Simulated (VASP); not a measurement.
## Si3Ge: single point with PBE

Crystal: Si3Ge.

```
Si Ge
1.0
     7.82328    0.00000    0.00000
     0.00000    3.91164    0.00000
     0.00000    0.00000    5.52845
Si Ge
6 2
Cartesian
  1.9558 1.9558 2.7642
  5.8675 1.9558 2.7642
  1.9558 0.0000 4.1139
  5.8675 0.0000 4.1139
  0.0000 1.9558 1.4146
  3.9116 1.9558 1.4146
  0.0000 0.0000 0.0000
  3.9116 0.0000 0.0000
```

The cell was built by a generator and needn't be a form met in nature.

```
Program                : VASP 6.6.1
Task                   : single point
Functional             : PBE
Potentials or basis    : VASP PAW PBE potentials, release 64 (Si, Ge_d)
Cutoff                 : 520 eV
k mesh                 : 3 × 6 × 4
Occupations            : gaussian, width 0.15 eV
Spin                   : no spin polarisation
Further INCAR settings : PREC = Normal; LREAL = Auto; ALGO = Fast; EDIFF = 1e-05; NBANDS = 36
```

| Quantity | Value |
| --- | --- |
| Pressure | -0.1 GPa |
| Largest force | 0.010 eV/Å |
| Band gap on the k mesh | 0.38 eV |

Forces in eV/Å, atoms in the order of the input:
```
Si   0.000  0.000  0.000
Si   0.000  0.000  0.000
Si   0.000  0.000 -0.010
Si   0.000  0.000 -0.010
Si   0.000  0.000  0.010
Si   0.000  0.000  0.010
Ge   0.000  0.000  0.000
Ge   0.000  0.000  0.000
```

Stress tensor (GPa, compression positive):
```
 0.02  0.00  0.00
 0.00  0.02  0.00
 0.00  0.00 -0.29
```

Levels at points of the mesh, in eV from the valence-band top:
```
           k point  band 23  band 24  band 25  band 26  band 27  band 28  band 29  band 30
(0.00, 0.00, 0.00)    -1.21    -0.05     0.00     0.00     0.68     0.84     2.14     2.25
(0.00, 0.50, 0.00)    -2.85    -2.79    -1.52    -1.21     0.38     0.84     0.84     1.01
(0.00, 0.00, 0.50)    -1.43    -1.26    -1.22    -1.06     0.89     0.92     1.26     1.33
(0.00, 0.50, 0.50)    -1.43    -1.26    -1.22    -1.06     0.89     1.33     3.21     3.34
```

It took 2 min on 1 thread of Intel(R) Xeon(R) Platinum 8375C CPU @ 2.90GHz (Ice Lake), on a shared host, peak memory 0.23 GiB.

Caveat: an odd mesh through Γ misses points on the zone boundary, where band edges often lie.
